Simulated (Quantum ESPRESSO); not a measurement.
# Ga (C2/c) in Quantum ESPRESSO: further runs

One crystal, Ga, is run at these levels: PBEsol; tasks: band structure.

Program: Quantum ESPRESSO 7.5. These are calculated values, not measurements. Logs are shortened: lines on timing, memory, paths and dates and some standing lists are left out, and cuts for length are marked.

**1. The structure**

Symmetry: C2/c, No. 15, monoclinic system. The conventional cell has a = 2.766 Å, b = 8.053 Å, c = 3.332 Å, α = 90.00°, β = 92.02°, γ = 90.00°. Around Ga (site symmetry 2) lie 8 Ga at 2.69 to 2.92 Å.

This isn't the form of Ga at room conditions, which is orthorhombic.

**2. Band structure, PBEsol**

pw.in

```
&CONTROL
  calculation = 'scf'
  prefix = 'pwscf'
  outdir = './tmp'
  pseudo_dir = './pseudo'
  tprnfor = .true.
  tstress = .true.
  disk_io = 'low'
/
&SYSTEM
  ibrav = 0
  celldm(1) = 8
  nat = 2
  ntyp = 1
  ecutwfc = 80
  nbnd = 20
  occupations = 'smearing'
  smearing = 'fd'
  degauss = 0.00367493
/
&ELECTRONS
  conv_thr = 4d-10
  electron_maxstep = 120
  mixing_beta = 0.5
/
ATOMIC_SPECIES
Ga    69.7230 Ga.upf
CELL_PARAMETERS alat
  0.3266864037947  -0.9511227801007   0.0000000000000
  0.3266864037947   0.9511227801007   0.0000000000000
 -0.0277429498994   0.0000000000000   0.7865818323690
ATOMIC_POSITIONS crystal
Ga     0.1310000000    0.8690000000    0.7500000000
Ga     0.8690000000    0.1310000000    0.2500000000
K_POINTS automatic
10 10 8 0 0 0
```

pp_density.in

```
&INPUTPP
  prefix = 'pwscf'
  outdir = './tmp'
  filplot = 'density.dat'
  plot_num = 0
/
&PLOT
  nfile = 1
  filepp(1) = 'density.dat'
  iflag = 3
  output_format = 6
  fileout = 'density.cube'
/
```

pp_potential.in

```
&INPUTPP
  prefix = 'pwscf'
  outdir = './tmp'
  filplot = 'potential.dat'
  plot_num = 11
/
&PLOT
  nfile = 1
  filepp(1) = 'potential.dat'
  iflag = 3
  output_format = 6
  fileout = 'potential.cube'
/
```

pp_elf.in

```
&INPUTPP
  prefix = 'pwscf'
  outdir = './tmp'
  filplot = 'elf.dat'
  plot_num = 8
/
&PLOT
  nfile = 1
  filepp(1) = 'elf.dat'
  iflag = 3
  output_format = 6
  fileout = 'elf.cube'
/
```

bands.in

```
&CONTROL
  calculation = 'bands'
  prefix = 'pwscf'
  outdir = './tmp'
  pseudo_dir = './pseudo'
  disk_io = 'low'
  verbosity = 'high'
/
&SYSTEM
  ibrav = 0
  celldm(1) = 8
  nat = 2
  ntyp = 1
  ecutwfc = 80
  nbnd = 20
  occupations = 'smearing'
  smearing = 'fd'
  degauss = 0.00367493
/
&ELECTRONS
  conv_thr = 1d-08
  electron_maxstep = 120
  mixing_beta = 0.5
  diago_full_acc = .true.
  startingwfc = 'random'
/
ATOMIC_SPECIES
Ga    69.7230 Ga.upf
CELL_PARAMETERS alat
  0.3266864037947  -0.9511227801007   0.0000000000000
  0.3266864037947   0.9511227801007   0.0000000000000
 -0.0277429498994   0.0000000000000   0.7865818323690
ATOMIC_POSITIONS crystal
Ga     0.1310000000    0.8690000000    0.7500000000
Ga     0.8690000000    0.1310000000    0.2500000000
K_POINTS crystal
60
 0.0000000000  0.0000000000  0.0000000000 1
-0.0465822800 -0.0465822800  0.0004174450 1
-0.0931645600 -0.0931645600  0.0008348900 1
-0.1397468399 -0.1397468399  0.0012523351 1
-0.1863291199 -0.1863291199  0.0016697801 1
-0.2329113999 -0.2329113999  0.0020872251 1
-0.2794936799 -0.2794936799  0.0025046701 1
-0.2812470044 -0.2812470044  0.1223459248 1
-0.2830003289 -0.2830003289  0.2421871794 1
-0.2847536533 -0.2847536533  0.3620284340 1
-0.2865069778 -0.2865069778  0.4818696886 1
-0.2724803819 -0.2724803819  0.5231396517 1
-0.2270669849 -0.2270669849  0.5192830430 1
-0.1816535879 -0.1816535879  0.5154264344 1
-0.1362401910 -0.1362401910  0.5115698258 1
-0.0908267940 -0.0908267940  0.5077132172 1
-0.0454133970 -0.0454133970  0.5038566086 1
 0.0000000000  0.0000000000  0.5000000000 1
-0.1250000000  0.1250000000  0.5000000000 1
-0.2500000000  0.2500000000  0.5000000000 1
-0.3750000000  0.3750000000  0.5000000000 1
-0.5000000000  0.5000000000  0.5000000000 1
-0.5426986044  0.4573013956  0.5036260623 1
-0.5853972089  0.4146027911  0.5072521245 1
-0.6280958133  0.3719041867  0.5108781868 1
-0.6707944177  0.3292055823  0.5145042491 1
-0.7134930222  0.2865069778  0.5181303114 1
-0.7275196181  0.2724803819  0.4768603483 1
-0.7261169585  0.2738830415  0.3809873446 1
-0.7247142989  0.2752857011  0.2851143409 1
-0.7233116393  0.2766883607  0.1892413373 1
-0.7219089797  0.2780910203  0.0933683336 1
-0.7205063201  0.2794936799 -0.0025046701 1
-0.6764050561  0.3235949439 -0.0020037361 1
-0.6323037921  0.3676962079 -0.0015028021 1
-0.5882025281  0.4117974719 -0.0010018681 1
-0.5441012640  0.4558987360 -0.0005009340 1
-0.5000000000  0.5000000000  0.0000000000 1
-0.3750000000  0.3750000000  0.0000000000 1
-0.2500000000  0.2500000000  0.0000000000 1
-0.1250000000  0.1250000000  0.0000000000 1
 0.0000000000  0.0000000000  0.0000000000 1
-0.0714285714  0.0000000000  0.0000000000 1
-0.1428571429  0.0000000000  0.0000000000 1
-0.2142857143  0.0000000000  0.0000000000 1
-0.2857142857  0.0000000000  0.0000000000 1
-0.3571428571  0.0000000000  0.0000000000 1
-0.4285714286  0.0000000000  0.0000000000 1
-0.5000000000  0.0000000000  0.0000000000 1
-0.5000000000  0.0000000000  0.5000000000 1
-0.4500000000  0.0000000000  0.4500000000 1
-0.4000000000  0.0000000000  0.4000000000 1
-0.3500000000  0.0000000000  0.3500000000 1
-0.3000000000  0.0000000000  0.3000000000 1
-0.2500000000  0.0000000000  0.2500000000 1
-0.2000000000  0.0000000000  0.2000000000 1
-0.1500000000  0.0000000000  0.1500000000 1
-0.1000000000  0.0000000000  0.1000000000 1
-0.0500000000  0.0000000000  0.0500000000 1
 0.0000000000  0.0000000000  0.0000000000 1
```

Potentials or basis: PseudoDojo 0.4.1 SR PBEsol standard.

Launch:

```
$ OMP_NUM_THREADS=1 mpirun -n 2 pw.x -nk 2 -in pw.in > pw.out
$ OMP_NUM_THREADS=1 mpirun -n 1 pp.x -in pp_density.in > pp_density.out
$ OMP_NUM_THREADS=1 mpirun -n 1 pp.x -in pp_potential.in > pp_potential.out
$ OMP_NUM_THREADS=1 mpirun -n 1 pp.x -in pp_elf.in > pp_elf.out
$ OMP_NUM_THREADS=1 mpirun -n 2 pw.x -nk 2 -in bands.in > bands.out
```

pw.out:

```text
This program is part of the open-source Quantum ESPRESSO suite
     for quantum simulation of materials; please cite
[... 6 lines left out ...]
     using ibrav=0 with symmetry is DISCOURAGED, use correct ibrav instead

     K-points division:     npool     =       2
     Subspace diagonalization in iterative solution of the eigenvalue problem:
     a serial algorithm will be used

     G-vector sticks info
     --------------------
     sticks:   dense  smooth     PW     G-vecs:    dense   smooth      PW
     Sum        1009    1009    333                24147    24147    4601

     Using Slab Decomposition

     bravais-lattice index     =            0
     lattice parameter (alat)  =       8.0000  a.u.
     unit-cell volume          =     250.2716 (a.u.)^3
     number of atoms/cell      =            2
     number of atomic types    =            1
     number of electrons       =        26.00
     number of Kohn-Sham states=           20
     kinetic-energy cutoff     =      80.0000  Ry
     charge density cutoff     =     320.0000  Ry
     scf convergence threshold =      4.0E-10
     mixing beta               =       0.5000
     number of iterations used =            8  plain     mixing
     Exchange-correlation= PBESOL
                           (   1   4  10   8   0   0   0)

     celldm(1)=   8.000000  celldm(2)=   0.000000  celldm(3)=   0.000000
     celldm(4)=   0.000000  celldm(5)=   0.000000  celldm(6)=   0.000000

     crystal axes: (cart. coord. in units of alat)
               a(1) = (   0.326686  -0.951123   0.000000 )
               a(2) = (   0.326686   0.951123   0.000000 )
               a(3) = (  -0.027743   0.000000   0.786582 )

     reciprocal axes: (cart. coord. in units 2 pi/alat)
               b(1) = (  1.530520 -0.525694  0.053982 )
               b(2) = (  1.530520  0.525694  0.053982 )
               b(3) = ( -0.000000  0.000000  1.271324 )

     PseudoPot. # 1 for Ga read from file:
     Ga.upf
     Pseudo is Norm-conserving + core correction, Zval = 13.0
     Generated using ONCVPSP code by D. R. Hamann
     Using radial grid of 1902 points,  6 beta functions with:
                l(1) =   0
                l(2) =   0
                l(3) =   1
                l(4) =   1
                l(5) =   2
                l(6) =   2

     atomic species   valence    mass     pseudopotential
     Ga               13.00    69.72300     Ga( 1.00)

      4 Sym. Ops., with inversion, found ( 2 have fractional translation)

   Cartesian axes

     site n.     atom                  positions (alat units)
         1        Ga     tau(   1) = (   0.3058792   0.7019286   0.5899364  )
         2        Ga     tau(   2) = (   0.3197507  -0.7019286   0.1966455  )

     number of k points=   227  Fermi-Dirac smearing, width (Ry)=  0.0037

     Number of k-points >= 100: set verbosity='high' to print them.

     Dense  grid:    24147 G-vectors     FFT dimensions: (  45,  45,  36)

     Initial potential from superposition of free atoms

     starting charge      25.9951, renormalised to      26.0000
     Starting wfcs are   18 randomized atomic wfcs +    2 random wfcs

     Self-consistent Calculation

     iteration #  1     ecut=    80.00 Ry     beta= 0.50
     Davidson diagonalization with overlap
     ethr =  1.00E-02,  avg # of iterations =  3.7

     Threshold (ethr) on eigenvalues was too large:
     Diagonalizing with lowered threshold

     Davidson diagonalization with overlap
     ethr =  6.01E-05,  avg # of iterations =  4.8

     total energy              =    -305.40089820 Ry
     estimated scf accuracy    <       0.01619324 Ry

     iteration #  2     ecut=    80.00 Ry     beta= 0.50
     Davidson diagonalization with overlap
     ethr =  6.23E-05,  avg # of iterations =  2.0

     total energy              =    -305.40286495 Ry
     estimated scf accuracy    <       0.00134395 Ry

     iteration #  3     ecut=    80.00 Ry     beta= 0.50
     Davidson diagonalization with overlap
     ethr =  5.17E-06,  avg # of iterations =  2.3

     total energy              =    -305.40300077 Ry
     estimated scf accuracy    <       0.00021158 Ry

     iteration #  4     ecut=    80.00 Ry     beta= 0.50
     Davidson diagonalization with overlap
     ethr =  8.14E-07,  avg # of iterations =  1.4

     total energy              =    -305.40301016 Ry
     estimated scf accuracy    <       0.00002992 Ry

     iteration #  5     ecut=    80.00 Ry     beta= 0.50
     Davidson diagonalization with overlap
     ethr =  1.15E-07,  avg # of iterations =  1.2

     total energy              =    -305.40301338 Ry
     estimated scf accuracy    <       0.00000030 Ry

     iteration #  6     ecut=    80.00 Ry     beta= 0.50
     Davidson diagonalization with overlap
     ethr =  1.14E-09,  avg # of iterations =  3.2

     total energy              =    -305.40301358 Ry
     estimated scf accuracy    <       0.00000003 Ry

     iteration #  7     ecut=    80.00 Ry     beta= 0.50
     Davidson diagonalization with overlap
     ethr =  9.79E-11,  avg # of iterations =  2.0

     total energy              =    -305.40301358 Ry
     estimated scf accuracy    <          8.2E-09 Ry

     iteration #  8     ecut=    80.00 Ry     beta= 0.50
     Davidson diagonalization with overlap
     ethr =  3.14E-11,  avg # of iterations =  2.0

     End of self-consistent calculation

     Number of k-points >= 100: set verbosity='high' to print the bands.

     the Fermi energy is    10.9012 ev

!    total energy              =    -305.40301358 Ry
     estimated scf accuracy    <          3.8E-10 Ry
     smearing contrib. (-TS)   =      -0.00042586 Ry
     internal energy E=F+TS    =    -305.40258772 Ry

     The total energy is F=E-TS. E is the sum of the following terms:
     one-electron contribution =    -109.20572464 Ry
     hartree contribution      =      79.91767689 Ry
     xc contribution           =     -82.79858965 Ry
     ewald contribution        =    -193.31595032 Ry

     convergence has been achieved in   8 iterations

     Forces acting on atoms (cartesian axes, Ry/au):

     atom    1 type  1   force =     0.00000000   -0.00762031    0.00000000
     atom    2 type  1   force =    -0.00000000    0.00762031   -0.00000000

     Total force =     0.010777     Total SCF correction =     0.000013

     Computing stress (Cartesian axis) and pressure

          total   stress  (Ry/bohr**3)                   (kbar)     P=      -19.04
  -0.00008605  -0.00000000   0.00002866          -12.66       -0.00        4.22
  -0.00000000  -0.00011901  -0.00000000           -0.00      -17.51       -0.00
   0.00002866   0.00000000  -0.00018324            4.22        0.00      -26.96

=------------------------------------------------------------------------------=
   JOB DONE.
=------------------------------------------------------------------------------=
```

It took 2.1 min on 2 MPI ranks of Arm Neoverse V2, shared host; peak memory 0.34 GiB.

What came out:

| Item | Value |
| --- | --- |
| Free energy | -4155.2197 eV |
| Pressure | -1.9 GPa |
| Largest force | 0.196 eV/Å |
| Band gap on the k mesh | none (metal or under the smearing width) |

Forces in eV/Å, atoms in the order of the input:
```
Ga   0.000 -0.196  0.000
Ga   0.000  0.196  0.000
```

Levels at the corners of the path, in eV from the Fermi level:
```
point  band 9  band 10  band 11  band 12  band 13  band 14  band 15  band 16  band 17  band 18
    Γ  -14.72   -14.58   -11.23    -2.09    -1.62     1.64     5.43     9.69    10.18    10.40
    Y  -14.65   -14.60    -5.55    -5.10    -3.82     4.15     4.60     6.36     7.76     9.65
    F  -14.62   -14.62    -2.74    -2.57    -1.93    -1.48    -0.02     0.53     7.95     8.17
    H  -14.61   -14.60    -2.58    -2.39    -2.00    -1.53     0.38     0.61     7.64     7.67
    Z  -14.65   -14.65    -7.78    -7.78     1.70     1.70     2.44     2.44    11.65    11.65
    I  -14.73   -14.73    -6.00    -6.00    -4.40    -4.40    10.84    10.84    11.79    11.79
   F1  -14.62   -14.62    -2.74    -2.57    -1.93    -1.48    -0.02     0.53     7.95     8.17
   H1  -14.61   -14.60    -2.58    -2.39    -2.00    -1.53     0.38     0.61     7.64     7.67
   Y1  -14.65   -14.60    -5.55    -5.10    -3.82     4.15     4.60     6.36     7.76     9.65
    X  -14.68   -14.65    -9.10    -8.60     4.00     4.57     5.82     6.04     7.55    10.93
    Γ  -14.72   -14.58   -11.23    -2.09    -1.62     1.64     5.43     9.69    10.18    10.40
    N  -14.64   -14.60    -6.05    -5.02    -1.34     0.00     5.78     6.59     8.44     9.27
    M  -14.60   -14.60    -2.86    -2.85    -1.63    -1.50     1.75     2.30     4.30     4.76
    Γ  -14.72   -14.58   -11.23    -2.09    -1.62     1.64     5.43     9.69    10.18    10.40
```

**3. Band structure, PBEsol, spin-orbit coupling, no magnetisation**

pw.in, as its differences from that of step 2:

```diff
@@ -15,3 +15,3 @@
   ecutwfc = 80
-  nbnd = 20
+  nbnd = 40
   occupations = 'smearing'
@@ -19,2 +19,4 @@
   degauss = 0.00367493
+  noncolin = .true.
+  lspinorb = .true.
 /
```

bands.in, as its differences from that of step 2:

```diff
@@ -14,3 +14,3 @@
   ecutwfc = 80
-  nbnd = 20
+  nbnd = 40
   occupations = 'smearing'
@@ -18,2 +18,4 @@
   degauss = 0.00367493
+  noncolin = .true.
+  lspinorb = .true.
 /
```

Potentials or basis: PseudoDojo 0.4 FR PBEsol standard.

Launch:

```
$ OMP_NUM_THREADS=1 mpirun -n 2 pw.x -nk 2 -in pw.in > pw.out
$ OMP_NUM_THREADS=1 mpirun -n 2 pw.x -nk 2 -in bands.in > bands.out
```

Wall time 9.4 min (2 MPI ranks of Arm Neoverse V2, shared host); peak memory 1.1 GiB.

Results (log left out):

* Free energy: -4154.5203 eV
* Pressure: -1.9 GPa
* Largest force: 0.196 eV/Å
* Band gap on the k mesh: none (metal or under the smearing width)

Forces in eV/Å, atoms in the order of the input:
```
Ga   0.000 -0.196  0.000
Ga   0.000  0.196  0.000
```

Stress tensor (GPa, compression positive):
```
-1.22  0.00  0.42
 0.00 -1.70  0.00
 0.42  0.00 -2.64
```

Levels at the corners of the path, in eV from the Fermi level:
| point | band 23 | band 24 | band 25 | band 26 | band 27 | band 28 | band 29 | band 30 |
| --- | --- | --- | --- | --- | --- | --- | --- | --- |
| Γ | -2.09 | -2.09 | -1.62 | -1.62 | 1.64 | 1.64 | 5.43 | 5.43 |
| Y | -5.09 | -5.09 | -3.83 | -3.83 | 4.14 | 4.14 | 4.60 | 4.60 |
| F | -2.57 | -2.57 | -1.93 | -1.93 | -1.47 | -1.47 | -0.02 | -0.02 |
| H | -2.39 | -2.39 | -2.00 | -2.00 | -1.53 | -1.53 | 0.38 | 0.38 |
| Z | -7.78 | -7.78 | 1.70 | 1.70 | 1.70 | 1.70 | 2.44 | 2.44 |
| I | -6.00 | -6.00 | -4.40 | -4.40 | -4.40 | -4.40 | 10.83 | 10.83 |
| F1 | -2.57 | -2.57 | -1.93 | -1.93 | -1.47 | -1.47 | -0.02 | -0.02 |
| H1 | -2.39 | -2.39 | -2.00 | -2.00 | -1.53 | -1.53 | 0.38 | 0.38 |
| Y1 | -5.09 | -5.09 | -3.83 | -3.83 | 4.14 | 4.14 | 4.60 | 4.60 |
| X | -8.60 | -8.60 | 4.00 | 4.00 | 4.57 | 4.57 | 5.82 | 5.82 |
| Γ | -2.09 | -2.09 | -1.62 | -1.62 | 1.64 | 1.64 | 5.43 | 5.43 |
| N | -5.02 | -5.02 | -1.34 | -1.34 | 0.00 | 0.00 | 5.77 | 5.77 |
| M | -2.85 | -2.85 | -1.63 | -1.63 | -1.50 | -1.50 | 1.75 | 1.75 |
| Γ | -2.09 | -2.09 | -1.62 | -1.62 | 1.64 | 1.64 | 5.43 | 5.43 |
